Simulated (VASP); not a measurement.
## Cr: single point with PBE

Slab: Cr, a slab with vacuum.

```
Cr
1.0
     2.60215    0.00000    0.00000
     0.00000    2.60215    0.00000
     0.00000    0.00000   24.20000
Cr
6
Cartesian
  1.3011 1.3011 7.5000
  0.0000 0.0000 9.3400
  1.3011 1.3011 11.1800
  0.0000 0.0000 13.0200
  1.3011 1.3011 14.8600
  0.0000 0.0000 16.7000
```

The cell isn't the ideal one: the (1 0 0) slab of Cr, cut from the database cell, not relaxed.

| Item | Value |
| --- | --- |
| Program | VASP 6.6.1 |
| Task | single point |
| Functional | PBE |
| Potentials or basis | VASP PAW PBE potentials, release 64 (Cr_pv) |
| Cutoff | 520 eV |
| k mesh | 10 × 10 × 1 |
| Occupations | fermi-dirac, width 0.05 eV |
| Spin | collinear spin, ferromagnetic start |
| Starting moments | [3.0, 3.0, 3.0, 3.0, 3.0, 3.0] μB |

```yaml
Largest_force: 0.871 eV/Å
Band_gap_on_the_k_mesh: none (metal or under the smearing width)
Net_moment: 4.28 μB per cell
Site_moments: Cr +2.30, -0.36, -0.03 μB
Valence_electrons_inside_the_program's_atomic_spheres: Cr 10.75, 10.91, 10.92
```

Forces in eV/Å, atoms in the order of the input:
```
Cr   0.000  0.000  0.871
Cr   0.000  0.000 -0.475
Cr   0.000  0.000 -0.108
Cr   0.000  0.000  0.108
Cr   0.000  0.000  0.475
Cr   0.000  0.000 -0.871
```

Levels at points of the mesh, in eV from the Fermi level:
Spin up:
| k point | band 34 | band 35 | band 36 | band 37 | band 38 | band 39 | band 40 | band 41 | band 42 | band 43 |
| --- | --- | --- | --- | --- | --- | --- | --- | --- | --- | --- |
| (0.00, 0.00, 0.00) | -0.47 | -0.39 | -0.39 | 0.13 | 0.13 | 0.31 | 0.59 | 0.79 | 0.79 | 0.88 |
| (0.50, 0.00, 0.00) | -0.63 | -0.58 | -0.58 | -0.42 | -0.42 | 0.05 | 0.05 | 0.29 | 0.29 | 0.86 |
| (0.50, 0.50, 0.00) | 0.21 | 0.28 | 0.28 | 1.48 | 1.48 | 1.61 | 1.61 | 1.69 | 1.69 | 2.11 |
Spin down:
| k point | band 30 | band 31 | band 32 | band 33 | band 34 | band 35 | band 36 | band 37 | band 38 | band 39 |
| --- | --- | --- | --- | --- | --- | --- | --- | --- | --- | --- |
| (0.00, 0.00, 0.00) | -0.33 | -0.33 | -0.29 | -0.08 | 0.08 | 0.09 | 0.09 | 0.67 | 0.77 | 0.88 |
| (0.50, 0.00, 0.00) | -0.75 | -0.45 | -0.45 | -0.09 | -0.09 | -0.05 | -0.05 | 0.14 | 0.14 | 0.76 |
| (0.50, 0.50, 0.00) | -1.47 | -0.25 | -0.25 | 1.01 | 1.01 | 1.35 | 1.35 | 1.94 | 1.94 | 2.17 |

Wall time 16 min on 1 thread of Intel(R) Xeon(R) Platinum 8488C (Sapphire Rapids) (shared host), peak memory 0.47 GiB.
